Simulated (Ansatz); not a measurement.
**Cs in Ansatz: the effect of target pressure**

Cs:

```
Cs
1.0
     3.01901   -4.33813    0.00000
     3.01901    4.33813    0.00000
    -2.57494    0.00000    4.41389
Cs
1
Cartesian
  -1.2875 0.0000 2.2069
```

This isn't the form of Cs at room conditions, which is bcc.

Alike in all runs:

```yaml
Program: Ansatz 0.2.0
Task: relaxation of cell and atoms
Functional: r2SCAN
Potentials_or_basis: Ansatz PAW
Cutoff: "500 eV (not typed: the program's choice for these potentials)"
k_mesh: 6 × 6 × 6
Occupations: fermi-dirac, width 0.05 eV
Spin: no spin polarisation
```

Each run relaxes the cell or the atoms first.

```tsv
target pressure	relaxed volume (Å³/atom)
0 GPa	125.31
2 GPa	73.94
5 GPa	42.45
10 GPa	33.45
20 GPa	28.92
30 GPa	?
```

Task: What does the run with target pressure 30 GPa give?

Result: Relaxed volume 26.35 Å³/atom.

Worked out: A parabola through the other rows of the relaxed volume, of slope 16.4 Å³/atom per GPa there, extrapolates to 144.34 Å³/atom, against the run's 26.35. The fit is too stiff a form for this range.

Caveats: the plane-wave basis is chosen anew once the cell has moved, so the energies of steps on either side of that aren't comparable; the PAW data sets come from PBE, with cores solved anew for the run's functional, which leaves a small shift of forces and pressure; the volume moved by over 15 % at a fixed basis, so the end points are rough (some runs).
